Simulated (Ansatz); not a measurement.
The system is HfN.

```
Hf N
1.0
     3.13391    0.00000    0.00000
    -1.56695    2.71404    0.00000
     0.00000    0.00000    5.41677
Hf N
2 2
Direct
  0.33333 0.66667 0.25000
  0.66667 0.33333 0.75000
  0.00000 0.00000 0.50000
  0.00000 0.00000 0.00000
```

The cell comes from a database or a generator and needn't be the stable form of this composition.

```yaml
Program: Ansatz 0.2.0
Task: single point
Functional: PBEsol
Potentials_or_basis: all-electron LAPW, scalar-relativistic
Cutoff: 342 eV (chosen from the basis error)
Basis_error_allowed: 0.001 eV/atom
k_mesh: 10 × 10 × 5
Occupations: fermi-dirac, width 0.05 eV
Spin: no spin polarisation
```

On this cell: pressure -2.4 GPa; largest force under 0.003 eV/Å; band gap on the k mesh none (metal or under the smearing width).

The same run follows on a disturbed copy (atoms moved at random, drawn with an rms of 0.05 Å):

```xyz
4
Lattice="3.1339 0.0000 0.0000 -1.5670 2.7140 0.0000 0.0000 0.0000 5.4168" Properties=species:S:1:pos:R:3 pbc="T T T"
Hf    0.0206    1.7754    1.3568
Hf    1.5469    0.9110    4.0622
N     0.0295   -0.0096    2.6638
N     0.0109    0.0061   -0.0361
```

Question: What does the disturbed cell give?

Answer: The energy (extrapolated to zero smearing) moves by +7.9 meV/atom; pressure -2.0 GPa; largest force 0.570 eV/Å; band gap on the k mesh none (metal or under the smearing width).

Forces on the atoms (eV/Å):
```
Hf  -0.007  0.311 -0.441
Hf   0.384 -0.071 -0.374
N   -0.277 -0.045  0.496
N   -0.100 -0.195  0.319
```

Stress tensor (GPa, compression positive):
```
-1.39 -0.36 -0.10
-0.36 -1.88 -0.02
-0.10 -0.02 -2.66
```
